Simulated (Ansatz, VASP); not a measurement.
# HfN: VASP beside Ansatz

```
Hf N
1.0
     3.12771    0.00000    0.00000
    -1.56385    2.70867    0.00000
     0.00000    0.00000    5.39094
Hf N
2 2
Direct
  0.66667 0.33333 0.75000
  0.33333 0.66667 0.25000
  0.00000 0.00000 0.00000
  0.00000 0.00000 0.50000
```

Alike in both runs: functional PBEsol; k mesh 18 × 18 × 8; occupations gaussian, width 0.1 eV; no spin polarisation.

Ansatz relaxed the structure, and its values are those at the end. VASP's run is a single point on that final structure, the one shown.

|  | VASP | Ansatz |
| --- | --- | --- |
| version | VASP 6.6.1 | Ansatz 0.2.0 |
| potentials or method | VASP PAW PBE potentials, release 64 (Hf_pv, N) | scalar-relativistic, plane waves, PAW |
| plane-wave cutoff (eV) | 520 | 420 |
| valence electrons in the cell | 30 | 62 |

VASP gave:

| Quantity | Value |
| --- | --- |
| gap on the k mesh at the Fermi level (eV) | none |
| pressure (GPa) | -2.1 |

Question: Estimate Ansatz's values.

Answer: gap on the k mesh at the Fermi level (eV): none; pressure (GPa): 0.0.

A gap of «none» marks a metal or a gap that the smearing closes. With one functional, cell and mesh, what is left measures potentials, basis and numerics. The two sets of potentials don't hold the same shells in valence.

Caveats: the PAW data sets were made with another functional, which shifts forces and pressure a little (VASP). Spin-orbit coupling is left out, which matters for the levels of Hf.
